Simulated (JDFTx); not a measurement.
**GaP: equation of state with PBE**

**Experimental background.**

“Phosphorous dimerization in GaP at high pressure”, 2017, arxiv:1709.06667 reports, for a bulk crystal of GaP: bulk modulus 87.5 ± 0.6 GPa.

The system is GaP.

```xyz
2
Lattice="0.0000 2.7252 2.7252 2.7252 0.0000 2.7252 2.7252 2.7252 0.0000" Properties=species:S:1:pos:R:3 pbc="T T T"
Ga    0.0000    0.0000    0.0000
P     4.0879    4.0879    4.0879
```

| Quantity | Value |
| --- | --- |
| Program | JDFTx 1.7.0 (patched build) |
| Task | equation of state |
| Functional | PBE |
| Potentials or basis | PseudoDojo-SR-PBE-0.5-standard |
| Cutoff | 1088 eV |
| Density cutoff | 4354 eV |
| k mesh | 8 × 8 × 8 |
| Occupations | fermi-dirac, width 0.05 eV |
| Spin | no spin polarisation |
| Bands | 15 |
| Density cutoff over wavefunction cutoff | 4 |
| Max SCF steps | 100 |
| SCF threshold on the energy | 1e-08 Ha |
| Solver of the electrons | scf |

```json
{
  "Equilibrium volume": "20.89 Å³/atom",
  "Bulk modulus": "77 GPa",
  "Pressure derivative of the bulk modulus": "4.5"
}
```

Energy against volume, from the lowest point:
| volume (Å³/atom) | energy (meV/atom) |
| --- | --- |
| 19.026 | 47.09 |
| 19.431 | 27.67 |
| 19.836 | 13.78 |
| 20.240 | 4.87 |
| 20.645 | 0.43 |
| 21.050 | 0.00 |
| 21.455 | 3.17 |

Against the measured bulk modulus of GaP, 87.5 GPa (“Phosphorous dimerization in GaP at high pressure”, 2017, arxiv:1709.06667), the calculated 77 GPa is off by -12.3 %. The fit is for a static lattice scaled at fixed shape and fixed fractional positions.

Caveat: the empty levels aren't tightly converged. PBE usually gives volumes a little too large and moduli too small.
